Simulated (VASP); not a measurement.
# CaO in VASP: single point with PBE

Aim: the single point of CaO with PBE.

All numbers are computed with VASP 6.6.1; they aren't measurements. Logs are shortened: lines on timing, memory, paths and dates and some standing lists are left out, and cuts for length are marked.

### 1 The cell of the first run

The cell holds a slab with vacuum, 4 atoms: a = 3.416 Å, b = 3.416 Å, c = 18.184 Å, α = 90.00°, β = 90.00°, γ = 120.00°.

### 2 Single point, PBE (clean slab, lower half held)

File INCAR:

```
PREC = Accurate
ENCUT = 520
EDIFF = 1E-6
ISMEAR = 0
SIGMA = 0.05
LREAL = False
LASPH = True
NELM = 80
ALGO = Fast
ISIF = 2
LWAVE = False
LCHARG = True
LDIPOL = True
IDIPOL = 3
DIPOL = 0.5 0.5 0.508
GGA = PE
LELF = True
LVHAR = True
LVACPOTAV = True
NBANDS = 24
```

File KPOINTS:

```
regular mesh
0
Gamma
  9 9 1
```

File POSCAR:

```
CaO
1.0
    3.4159757625      0.0000000000      0.0000000000
   -1.7079878813      2.9583217891      0.0000000000
    0.0000000000      0.0000000000     18.1836987959
O Ca
2 2
Direct
    0.3333333333      0.6666666667      0.3849601821
    0.0000000000      0.0000000000      0.5659489766
    0.6666666667      0.3333333333      0.4616533940
    0.3333333333      0.6666666667      0.6209815717
```

Potentials or basis: VASP PAW PBE potentials, release 64 (O, Ca_sv).

Command:

```bash
> cat potpaw_PBE.64/O/POTCAR potpaw_PBE.64/Ca_sv/POTCAR > POTCAR
> mpirun -np 1 vasp_std > vasp.out
```

OUTCAR:

```text
PREC = Accurate
   ENCUT = 520
   EDIFF = 1E-6
   ISMEAR = 0
   LREAL = False
   LASPH = True
   NELM = 80
   ISIF = 2
   GGA = PE

 ion  position               nearest neighbor table
   1  0.333  0.667  0.385-   3 2.42   3 2.42   3 2.42
   2  0.000  0.000  0.566-   4 2.21   4 2.21   4 2.21
   3  0.667  0.333  0.462-   1 2.42   1 2.42   1 2.42
   4  0.333  0.667  0.621-   2 2.21   2 2.21   2 2.21

  LATTYP: Found a hexagonal cell.
 ALAT       =     3.4159757625
 C/A-ratio  =     5.3231346064

  Lattice vectors:

 A1 = (   3.4159757625,   0.0000000000,   0.0000000000)
 A2 = (  -1.7079878813,   2.9583217891,   0.0000000000)
 A3 = (   0.0000000000,   0.0000000000,  18.1836987959)

Analysis of symmetry for initial positions (statically):
=====================================================================
 Subroutine PRICEL returns:
 Original cell was already a primitive cell.

 Routine SETGRP: Setting up the symmetry group for a
 hexagonal supercell.

 Subroutine GETGRP returns: Found  6 space group operations
 (whereof  6 operations were pure point group operations)
 out of a pool of 24 trial point group operations.

The static configuration has the point symmetry C_3v.

Analysis of symmetry for dynamics (positions and initial velocities):
=====================================================================
 Subroutine PRICEL returns:
 Original cell was already a primitive cell.

 Routine SETGRP: Setting up the symmetry group for a
 hexagonal supercell.

 Subroutine GETGRP returns: Found  6 space group operations
 (whereof  6 operations were pure point group operations)
 out of a pool of 24 trial point group operations.

The dynamic configuration has the point symmetry C_3v.

 Subroutine INISYM returns: Found  6 space group operations
 (whereof  6 operations are pure point group operations),
 and found     1 'primitive' translations

----------------------------------------------------------------------------------------

                                     Primitive cell

  volume of cell :     183.7564

  direct lattice vectors                    reciprocal lattice vectors
     3.415975763  0.000000000  0.000000000     0.292742124  0.169014744  0.000000000
    -1.707987881  2.958321789  0.000000000     0.000000000  0.338029488  0.000000000
     0.000000000  0.000000000 18.183698796     0.000000000  0.000000000  0.054994312

  length of vectors
     3.415975763  3.415975763 18.183698796     0.338029488  0.338029488  0.054994312

[... 78 lines left out ...]
   ISYM   =      2    0-nonsym 1-usesym 2-fastsym
   POTIM  = 0.5000    time-step for ionic-motion
   TEBEG  =    0.0;   TEEND  =   0.0 temperature during run
   PSTRESS=    0.0 pullay stress
   NELECT =      32.0000    total number of electrons
   NUPDOWN=      -1.0000    fix difference up-down
   EMIN   =  10.00;   EMAX   =-10.00  energy-range for DOS
   EFERMI =   0.00;   METHOD = LEGACY
   ISMEAR =     0;   SIGMA  =   0.05  broadening in eV -4-tet -1-fermi 0-gaus
   EFERMI_NEDOS =   21; number of points for ismear=-14 and -15
   IALGO  =     68    algorithm
   IMIX   =      4    mixing-type and parameters
     AMIX     =   0.40;   BMIX     =  1.00
     AMIX_MAG =   1.60;   BMIX_MAG =  1.00
  volume/ion in A,a.u.               =      45.94       310.01
  Fermi-wavevector in a.u.,A,eV,Ry     =   0.914206  1.727599 11.371374  0.835772
  Thomas-Fermi vector in A             =   2.038806
   LORBIT       =      0    0 simple, 1 ext, 2 COOP (PROOUT), +10 PAW based schemes
   GGA     = PE    functional components
   LHFCALC =     F    Hartree Fock is set to
   AEXX    =    0.0000 exact exchange contribution
   IVDW    =     0    specifies the selected vdW correction
   LEPSILON=     F    determine dielectric tensor
   LRPA    =     F    only Hartree local field effects (RPA)
 non-spin polarized calculation
 RMM-DIIS sequential band-by-band and
 Gauss-broadening in eV      SIGMA  =   0.05
  energy-cutoff  :      520.00
  volume of cell :      183.76
 maximum number of plane-waves:      4975
 NGX is ok and might be reduce to    28

 dipolmoment           0.000000      0.000000      0.030571 electrons x Angstroem

 number of electron      31.9999999 magnetization

 dipolmoment           0.000000      0.000000     -0.319984 electrons x Angstroem

 Free energy of the ion-electron system (eV)
  ---------------------------------------------------
  ext. energy  EPLUGINS =         0.00000000
  ---------------------------------------------------
  free energy    TOTEN  =       -20.61809383 eV

  energy without entropy =      -20.60967590  energy(sigma->0) =      -20.61388486

 E-fermi :  -3.0209     XC(G=0):  -4.3682

 val. band max:       -3.0380620175   @ k =   0.3333   0.0000   0.0000
 cond. band min:      -2.9983379312   @ k =   0.2222   0.0000   0.0000
 fundamental gap:      0.0397240864
 Fermi energy:        -3.0209282112

 k-point     1 :       0.0000    0.0000    0.0000
  band No.  band energies     occupation
      1     -44.2773      2.00000
      2     -42.3523      2.00000
      3     -25.6274      2.00000
      4     -25.1334      2.00000
      5     -25.1334      2.00000
      6     -23.4828      2.00000
[... 313 lines left out ...]
     23       3.0256      0.00000
     24       3.5092      0.00000

------------------------ aborting loop because EDIFF is reached ----------------------------------------

  FORCE on cell =-STRESS in cart. coord.  units (eV):
  Direction    XX          YY          ZZ          XY          YZ          ZX
  --------------------------------------------------------------------------------------
  -------------------------------------------------------------------------------------
  Total        1.7234853      1.7234853     -4.4472858     -0.0000000      0.0000000     -0.0000000
  in kB       15.0271199     15.0271199    -38.7760171     -0.0000000      0.0000000     -0.0000000
  external PRESSURE =      -2.9072591 kB  Pullay stress =       0.0000000 kB

 VOLUME and BASIS-vectors are now :
 -----------------------------------------------------------------------------
  energy-cutoff  :      520.00
  volume of cell :      183.76
      direct lattice vectors                 reciprocal lattice vectors
     3.415975763  0.000000000  0.000000000     0.292742124  0.169014744  0.000000000
    -1.707987881  2.958321789  0.000000000     0.000000000  0.338029488  0.000000000
     0.000000000  0.000000000 18.183698796     0.000000000  0.000000000  0.054994312

 POSITION                                       TOTAL-FORCE (eV/Angst)
 -----------------------------------------------------------------------------------
     -0.00000      1.97221      7.00000        -0.000000     -0.000000      3.241241
      0.00000      0.00000     10.29105         0.000000      0.000000     -0.050007
      1.70799      0.98611      8.39457        -0.000000      0.000000     -3.252039
     -0.00000      1.97221     11.29174         0.000000     -0.000000      0.060806
 -----------------------------------------------------------------------------------
    total drift:                                0.000000     -0.000000     -0.005560

  FREE ENERGIE OF THE ION-ELECTRON SYSTEM (eV)
  ---------------------------------------------------
  free  energy   TOTEN  =       -20.6180938257 eV

  energy  without entropy=      -20.6096759024  energy(sigma->0) =      -20.61388486

 vacuum level on the upper side and lower side of the slab         0.656         6.388
```

OSZICAR:

```text
N       E                     dE             d eps       ncg     rms          rms(c)
DAV:   1     0.302431320062E+03    0.30243E+03   -0.15686E+04   648   0.114E+03
DAV:   2     0.802842334665E+01   -0.29440E+03   -0.27676E+03   712   0.330E+02
DAV:   3    -0.262309822168E+02   -0.34259E+02   -0.33850E+02   968   0.960E+01
[... 21 lines left out ...]
RMM:  25    -0.206180862346E+02   -0.56796E-05   -0.21777E-05   843   0.187E-02    0.526E-03
RMM:  26    -0.206180898709E+02   -0.36363E-05   -0.14309E-05   785   0.148E-02    0.342E-03
RMM:  27    -0.206180920574E+02   -0.21865E-05   -0.84908E-06   707   0.119E-02    0.232E-03
RMM:  28    -0.206180932343E+02   -0.11769E-05   -0.61519E-06   653   0.989E-03    0.186E-03
RMM:  29    -0.206180938257E+02   -0.59147E-06   -0.40735E-06   633   0.814E-03
   1 F= -.20618094E+02 E0= -.20613885E+02  d E =-.841792E-02
```

stdout:

```text
POSCAR found type information on POSCAR O Ca
 POSCAR found :  2 types and       4 ions
 scaLAPACK will be used
 LDA part: xc-table for (Slater+PW92), standard interpolation
 POSCAR, INCAR and KPOINTS ok, starting setup
 FFT: planning ... GRIDC
 FFT: planning ... GRID_SOFT
 FFT: planning ... GRID
 WAVECAR not read
 entering main loop
 -----------------------------------------------------------------------------
|                                                                             |
|           W    W    AA    RRRRR   N    N  II  N    N   GGGG   !!!           |
|           W    W   A  A   R    R  NN   N  II  NN   N  G    G  !!!           |
|           W    W  A    A  R    R  N N  N  II  N N  N  G       !!!           |
|           W WW W  AAAAAA  RRRRR   N  N N  II  N  N N  G  GGG   !            |
|           WW  WW  A    A  R   R   N   NN  II  N   NN  G    G                |
|           W    W  A    A  R    R  N    N  II  N    N   GGGG   !!!           |
|                                                                             |
|     Did not find any points to average over, which means that no vacuum     |
|     field-free region was found. Please increase the size of  your cell     |
|     in the dimension of the dipole correction to obtain accurate            |
|     workfunction values.                                                    |
|                                                                             |
 -----------------------------------------------------------------------------
```

It took 1.8 min on 1 thread of Intel Xeon Platinum 8559C (Emerald Rapids), shared host; peak memory 0.34 GiB.

What came out:

- Free energy: -20.6181 eV
- Largest force: 3.252 eV/Å
- Band gap on the k mesh: none (metal or under the smearing width)
- Work function of the upper face: 3.68 eV
- Work function of the lower face: 9.41 eV

Forces in eV/Å, atoms in the order of the input:
```
O    0.000  0.000  3.241
O    0.000  0.000 -0.050
Ca   0.000  0.000 -3.252
Ca   0.000  0.000  0.061
```

Levels at points of the mesh, in eV from the Fermi level:
```tsv
k point	band 13	band 14	band 15	band 16	band 17	band 18	band 19	band 20
(0.00, 0.00, 0.00)	-4.09	-1.37	-0.68	0.06	0.06	2.16	3.69	3.71
```
